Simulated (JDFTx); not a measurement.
Write the native input for JDFTx 1.7.0 (patched build) that does the following.

| Quantity | Value |
| --- | --- |
| Task | band structure |
| Functional | BLYP |
| Potentials or basis | PseudoDojo-SR-PBE-0.5-standard |
| Cutoff | 1061 eV |
| Density cutoff | 8490 eV |
| k mesh | 8 × 8 × 8 |
| Occupations | fermi-dirac, width 0.05 eV |
| Spin | no spin polarisation |
| Band ratio of the Davidson solver | 1.3 |
| Bands | 21 |
| Density cutoff over wavefunction cutoff | 8 |
| Max SCF steps | 30 |
| SCF threshold on the energy | 1e-06 Ha |
| Solver of the electrons | minimize |
| Further solve for the empty bands | no |
| Start | density of an earlier self-consistent run, held fixed |
| Path | G-X-W-K-G-L-U-W-L-K-U-X |

Crystal: Ge.

```xyz
2
Lattice="0.0000 2.8289 2.8289 2.8289 0.0000 2.8289 2.8289 2.8289 0.0000" Properties=species:S:1:pos:R:3 pbc="T T T"
Ge    4.2434    4.2434    4.2434
Ge    2.8289    2.8289    2.8289
```

One way to write it, as run:

bands.in

```
include Ge.lattice
coords-type Lattice
include Ge.ionpos

ion-species pseudo/Ge.upf
elec-cutoff 39 312
elec-ex-corr gga-x-b88 gga-c-lyp
elec-smearing Fermi 0.0018374661
elec-n-bands 21
electronic-minimize nIterations 30 energyDiffThreshold 1e-06
davidson-band-ratio 1.3
forces-output-coords Cartesian
include path.kpoints
symmetries none
fix-electron-density run.$VAR

dump-name bands.$VAR
dump End Ecomponents EigStats BandEigs Kpoints Forces
```

Ge.lattice

```
lattice \
    0.0000000000     5.3458651312     5.3458651312 \
    5.3458651312     0.0000000000     5.3458651312 \
    5.3458651312     5.3458651312     0.0000000000
```

Ge.ionpos

```
ion Ge     0.7500000000     0.7500000000     0.7500000000 1
ion Ge     0.5000000000     0.5000000000     0.5000000000 1
```

path.kpoints

```
kpoint +0.0000000000 +0.0000000000 +0.0000000000 0.020000000000
kpoint +0.0714285714 +0.0000000000 +0.0714285714 0.020000000000
kpoint +0.1428571429 +0.0000000000 +0.1428571429 0.020000000000
kpoint +0.2142857143 +0.0000000000 +0.2142857143 0.020000000000
kpoint +0.2857142857 +0.0000000000 +0.2857142857 0.020000000000
kpoint +0.3571428571 +0.0000000000 +0.3571428571 0.020000000000
kpoint +0.4285714286 +0.0000000000 +0.4285714286 0.020000000000
kpoint +0.5000000000 +0.0000000000 +0.5000000000 0.020000000000
kpoint +0.5000000000 +0.0833333333 +0.5833333333 0.020000000000
kpoint +0.5000000000 +0.1666666667 +0.6666666667 0.020000000000
kpoint +0.5000000000 +0.2500000000 +0.7500000000 0.020000000000
kpoint +0.4375000000 +0.3125000000 +0.7500000000 0.020000000000
kpoint +0.3750000000 +0.3750000000 +0.7500000000 0.020000000000
kpoint +0.3281250000 +0.3281250000 +0.6562500000 0.020000000000
kpoint +0.2812500000 +0.2812500000 +0.5625000000 0.020000000000
kpoint +0.2343750000 +0.2343750000 +0.4687500000 0.020000000000
kpoint +0.1875000000 +0.1875000000 +0.3750000000 0.020000000000
kpoint +0.1406250000 +0.1406250000 +0.2812500000 0.020000000000
kpoint +0.0937500000 +0.0937500000 +0.1875000000 0.020000000000
kpoint +0.0468750000 +0.0468750000 +0.0937500000 0.020000000000
kpoint +0.0000000000 +0.0000000000 +0.0000000000 0.020000000000
kpoint +0.0833333333 +0.0833333333 +0.0833333333 0.020000000000
kpoint +0.1666666667 +0.1666666667 +0.1666666667 0.020000000000
kpoint +0.2500000000 +0.2500000000 +0.2500000000 0.020000000000
kpoint +0.3333333333 +0.3333333333 +0.3333333333 0.020000000000
kpoint +0.4166666667 +0.4166666667 +0.4166666667 0.020000000000
kpoint +0.5000000000 +0.5000000000 +0.5000000000 0.020000000000
kpoint +0.5250000000 +0.4500000000 +0.5250000000 0.020000000000
kpoint +0.5500000000 +0.4000000000 +0.5500000000 0.020000000000
kpoint +0.5750000000 +0.3500000000 +0.5750000000 0.020000000000
kpoint +0.6000000000 +0.3000000000 +0.6000000000 0.020000000000
kpoint +0.6250000000 +0.2500000000 +0.6250000000 0.020000000000
kpoint +0.5625000000 +0.2500000000 +0.6875000000 0.020000000000
kpoint +0.5000000000 +0.2500000000 +0.7500000000 0.020000000000
kpoint +0.5000000000 +0.2916666667 +0.7083333333 0.020000000000
kpoint +0.5000000000 +0.3333333333 +0.6666666667 0.020000000000
kpoint +0.5000000000 +0.3750000000 +0.6250000000 0.020000000000
kpoint +0.5000000000 +0.4166666667 +0.5833333333 0.020000000000
kpoint +0.5000000000 +0.4583333333 +0.5416666667 0.020000000000
kpoint +0.5000000000 +0.5000000000 +0.5000000000 0.020000000000
kpoint +0.4791666667 +0.4791666667 +0.5416666667 0.020000000000
kpoint +0.4583333333 +0.4583333333 +0.5833333333 0.020000000000
kpoint +0.4375000000 +0.4375000000 +0.6250000000 0.020000000000
kpoint +0.4166666667 +0.4166666667 +0.6666666667 0.020000000000
kpoint +0.3958333333 +0.3958333333 +0.7083333333 0.020000000000
kpoint +0.3750000000 +0.3750000000 +0.7500000000 0.020000000000
kpoint +0.6250000000 +0.2500000000 +0.6250000000 0.020000000000
kpoint +0.5833333333 +0.1666666667 +0.5833333333 0.020000000000
kpoint +0.5416666667 +0.0833333333 +0.5416666667 0.020000000000
kpoint +0.5000000000 +0.0000000000 +0.5000000000 0.020000000000
```

Potentials or basis: PseudoDojo-SR-PBE-0.5-standard.

Command:

```bash
$ jdftx -c 1 -i bands.in -o bands.out
```

Results of the run:

```
Band gap along the path : none (metal or under the smearing width)
```

It took 46 s on 1 thread of Arm Neoverse V2, on a shared host, peak memory 0.13 GiB.
